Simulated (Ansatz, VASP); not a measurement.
# Cross-check of BN (Qingsongite) between VASP and Ansatz, part 2 of 2

Aim: how closely do two programs agree when they are given the same cell, functional and k mesh?

VASP 6.6.1 and Ansatz 0.2.0.

So far. Step 2 (VASP: band structure, PBE): The run ends at a pressure of -0.60 GPa.

## Step 6: VASP: single point, PBE

Level of this step: PBE; plane waves and PAW (B_GW, N_GW) (VASP).

A single point gives forces, pressure and levels at one fixed geometry, so differences don't come from the geometry; what else differs is listed under the comparison.

File INCAR:

```
SYSTEM = BN
PREC = Accurate
ENCUT = 450
EDIFF = 1E-08
NELM = 100
ISMEAR = 0
SIGMA = 0.01
LREAL = .FALSE.
ALGO = Normal
GGA = PE
NBANDS = 10
LORBIT = 11
LWAVE = .TRUE.
LCHARG = .FALSE.
KPAR = 8
```

File POSCAR:

```
BN
1.0
    0.0000000000      1.8075000000      1.8075000000
    1.8075000000      0.0000000000      1.8075000000
    1.8075000000      1.8075000000      0.0000000000
B N
1 1
Direct
    0.0000000000      0.0000000000      0.0000000000
    0.2500000000      0.2500000000      0.2500000000
```

File KPOINTS:

```
Automatic mesh
0
Gamma
10 10 10
0 0 0
```

Potentials, in the order of the species: B_GW and N_GW (PBE family, release 64).

The run is started by

```console
> mpirun -np 8 vasp_std
```

Numbers of over 12 decimals in the logs are rounded to 6 here.

What it wrote:

```text
[banner, memory and clock lines left out]
running    8 mpi-ranks, on    1 nodes
[...]
[... a notice as in an earlier step ...]

 LDA part: xc-table for (Slater+PW92), standard interpolation
 POSCAR, INCAR and KPOINTS ok, starting setup
[...]
entering main loop
       N       E                     dE             d eps       ncg     rms          rms(c)
DAV:   1     0.291766617155E+02    0.29177E+02   -0.50587E+03   948   0.807E+02
DAV:   2    -0.174216500132E+02   -0.46598E+02   -0.43605E+02  1122   0.238E+02
DAV:   3    -0.183797151028E+02   -0.95807E+00   -0.95608E+00  1168   0.309E+01
DAV:   4    -0.183834363215E+02   -0.37212E-02   -0.37206E-02  1118   0.203E+00
[...]
DAV:  13    -0.174472195268E+02   -0.49946E-07   -0.25210E-08  1048   0.156E-03    0.734E-05
DAV:  14    -0.174472195396E+02   -0.12772E-07   -0.85782E-10   674   0.303E-04    0.276E-05
DAV:  15    -0.174472195386E+02    0.99266E-09   -0.70508E-11   608   0.136E-04
   1 F= -.17447220E+02 E0= -.17447220E+02  d E =-.370844E-46
 writing wavefunctions
```

Parts of OUTCAR (step 6):

```text
  Total       -0.0469878     -0.0469878     -0.0469878     -0.0000000      0.0000000      0.0000000
  in kB       -6.3742724     -6.3742724     -6.3742724     -0.0000000      0.0000000      0.0000000
  external PRESSURE =      -6.3742724 kB  Pullay stress =       0.0000000 kB

 POSITION                                       TOTAL-FORCE (eV/Angst)
 -----------------------------------------------------------------------------------
      0.00000      0.00000      0.00000         0.000000      0.000000      0.000000
      0.90375      0.90375      0.90375        -0.000000     -0.000000     -0.000000
 -----------------------------------------------------------------------------------
    total drift:                                0.000001      0.000001      0.000001

  FREE ENERGIE OF THE ION-ELECTRON SYSTEM (eV)
  ---------------------------------------------------
  free  energy   TOTEN  =       -17.4472195386 eV

  energy  without entropy=      -17.4472195386  energy(sigma->0) =      -17.44721954

[... 1 part as in an earlier step ...]

[... 2 further parts left out ...]
[key lines of the parts left out:]
E-fermi :   7.5610
```

The run ends at a pressure of -0.64 GPa.

## Step 7: Ansatz: single point, PBE

The same cell, functional, mesh and smearing now go to Ansatz, which takes its cutoff from its data sets.

File input.yaml:

```yaml
crystal:
  lattice:
    - [0.0, 1.8075, 1.8075]
    - [1.8075, 0.0, 1.8075]
    - [1.8075, 1.8075, 0.0]
  atoms:
    - { symbol: B, position: [0.0, 0.0, 0.0] }
    - { symbol: "N", position: [0.25, 0.25, 0.25] }
hamiltonian:
  xc: pbe
  pseudopotentials: { kind: paw }
kpoints:
  mp_grid: { grid: [10, 10, 10] }
scf:
  occupations: { method: gaussian, width: 0.01 }
  n_extra_bands: 4
output:
  forces: true
  stress: true
  eigenvalues: true
```

The run is started by

```console
> ansatz run input.yaml --threads 2 --pin off --max-ram 4608MiB --backend cpu --events-out ev --progress --plain --runs-dir out
```

What it wrote:

```text
[...]
Crystal: 2 atoms, lattice volume = 11.810 Å³
Basis set: ecut = 420 eV, 259 PW (Γ), exchange–correlation on 36×36×36 points (8 copies of the dense FFT grid, shifted against one another)
Bands: 8, of which v1, the nominal top of the filled ones, is band 4 counted from 1 (3 counted from 0)
Symmetry: 24 space group operations
[...]
k-points: 47 of 1000 (time reversal used)
[...]
Free energy (F): -542.274801 eV
[...]
Internal energy: -542.274801 eV  (E = F + TS)
E sigma→0 (E₀):  -542.274801 eV
Fermi energy:    13.415409 eV
[...]
--- Stress (GPa, compression-positive) ---
        3.028507      -0.000000      -0.000000
       -0.000000       3.028507       0.000000
        0.000000       0.000000       3.028507
  P = ⅓ Tr σ = 3.0285 GPa (30.285 kbar)
--- Band table (eV; the first three rows and the last of 47) ---
[...]
[key lines of the parts left out:]
SCF converged after 6 iterations
```

Run time: 0.77 s. Hardware: 2 threads of Arm Neoverse N1, shared host; peak memory 0.23 GiB.

The run ends at a pressure of 3.03 GPa.

## Step 8: Differences

Both answers:

```
              quantity  Ansatz   VASP  difference
gap on the k mesh (eV)   4.472  4.460      +0.012
```

Not compared: the pressure (VASP's GW data sets at this cutoff don't carry it). A gap on the mesh is an upper bound, since the band edges may lie between its points.

## Step 9: What the set-up changes

Further runs change the set-up of one program: Ansatz's method, potentials or start, or VASP's data sets, cutoff or form of LDA. The table gives Ansatz less VASP for each quantity, since a change that brings one quantity closer may part another.

```
                                        run  gap on the k mesh (eV)
                                   as above                   0.012
          Ansatz's all-electron LAPW method                  0.0077
    Ansatz's larger PAW set (cutoff 900 eV)                  0.0072
norm-conserving potentials (cutoff 1240 eV)                  0.0051
```

## Step 10: Results

```
difference in gap over the path points (band structure, PBE) : 0.012 eV
difference in gap on the k mesh (single point, PBE)          : 0.012 eV
```

What this shows: The difference in gap over the path points is 0.012 eV (band structure, PBE), within the 0.08 eV picked in this series as the mark of a large difference. Band structure, PBE, Ansatz's all-electron LAPW method: the difference in gap over the path points goes from 0.012 to 0.0078 eV. Band structure, PBE, Ansatz's larger PAW set (cutoff 900 eV): the difference in gap over the path points goes from 0.012 to 0.0073 eV. Band structure, PBE, norm-conserving potentials (cutoff 1240 eV): the difference in gap over the path points goes from 0.012 to 0.0052 eV. Single point, PBE, Ansatz's all-electron LAPW method: the difference in gap on the k mesh goes from 0.012 to 0.0077 eV. Single point, PBE, Ansatz's larger PAW set (cutoff 900 eV): the difference in gap on the k mesh goes from 0.012 to 0.0072 eV. How closely two codes agree says nothing of how well the functional describes the real material.

[Lines on the potential files, build, host, timing and source positions are cut from VASP's logs without a mark.]

[Logs are printed without paths, hosts, clocks, repeated set-up lines and the standing remarks that a program may print on its own settings, such as how far it seeks lower states.]

[Hosts, paths, dates, database ids (printed as entryN), source tags and the programs' standing remarks are cut or masked in the printed files.]
